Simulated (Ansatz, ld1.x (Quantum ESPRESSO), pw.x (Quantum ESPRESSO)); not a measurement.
**Au (Z = 79): one change to the TM potential, in the atom and in the sc crystal**

```json
{
 "Element": "Au (Z = 79)",
 "Generator": "ld1.x (Quantum ESPRESSO) 7.5",
 "Type": "norm-conserving Troullier–Martins (Kleinman–Bylander form)",
 "Functional": "PBE",
 "Relativity": "scalar-relativistic",
 "Frozen core": "[Xe] 4f14",
 "Valence charge": "11",
 "Reference configuration": "5d10 6s1 6p0",
 "Partial waves": "6s (bound): rc 2.15 bohr; 6p (bound, empty): rc 3.50 bohr; 5d (bound): rc 2.20 bohr",
 "Local potential": "all-electron potential smoothed inside 1.85 bohr (lloc = -2)",
 "Core correction": "none"
}
```

Change: local potential all-electron potential smoothed inside 2.72 bohr (lloc = -2).

Cutoffs, loose and tight: the cutoffs (Ry, on a coarse ladder) from which the occupation-weighted sum of valence levels, in a spherical-Bessel basis at the reference potential, stays within 10 and 1 mRy of its value at 400 Ry. They do not see the model core or the augmentation charge, which bear on the density cutoff. Test errors are all-electron minus pseudo excitation energies from the reference, over the configurations 5d10 6s0 6p0; 5d9 6s0 6p0; 5d8 6s0 6p0; 5d7 6s0 6p0; 5d10 6s0 6p1; 5d9 6s2 6p0; 5d9 6s1 6p1; variants that change the core or the reference have their own tests.

Crystal test: sc Au in pw.x 7.5, no spin, 12³ k-points, Fermi–Dirac smearing 0.01 Ry, cutoffs set for each file from its atomic test. The reference is all-electron LAPW (Ansatz 0.2.0) with the same functional, mesh and smearing; V0 and B0 come from Birch–Murnaghan fits to the pressures at five volumes. Errors are pseudo minus all-electron; Δ is the rms difference of the E(V) curves that follow from these fits, minima aligned, over ±6 % about the mean V0. Mesh and smearing are coarse, so the numbers serve the comparison and aren't converged zero-temperature values; the lattice is a test structure that the element need not adopt.

All-electron: a0 = 2.747 Å (V0 = 20.73 Å³/atom), B0 = 104.8 GPa.

Does the change bring the crystal closer to the all-electron result?

The mean pressure error goes from -0.70 to +4.52 GPa, so the change moves the solid further from the all-electron pressures. The B0 error goes the other way, from +3.2 to -2.9 %.

```tsv
quantity	base	changed
outcome (atom)	generated	generated
cutoff, loose (atom)	40 Ry	40 Ry
cutoff, tight (atom)	60 Ry	60 Ry
bound ghosts (atom)	none	none
largest test error (meV) (atom)	-36 over the solved tests; 1 of 7 tests not solved or not reliable	-716
cutoffs in pw.x (Ry)	75/300	75/300
a0 (Å)	2.741	2.784
a0 error (%)	-0.22	+1.33
B0 error (%)	+3.2	-2.9
Δ (meV/atom)	3.2	19.1
mean pressure error (GPa)	-0.70	+4.52
```

Base: The largest radius (3.50 bohr) exceeds half the bond length (2.60 bohr), so the spheres overlap, which is one possible source of error among others. Atomic configuration tests: 1 of 7 tests not solved or not reliable. The logarithmic derivative shows an extra or strongly shifted pseudo pole above the reference energy (s near 0.78 Ry). Changed file: The largest radius (3.50 bohr) exceeds half the bond length (2.60 bohr), so the spheres overlap, which is one possible source of error among others. This is a poor potential for the solid. The atomic cutoffs weigh occupied waves only.
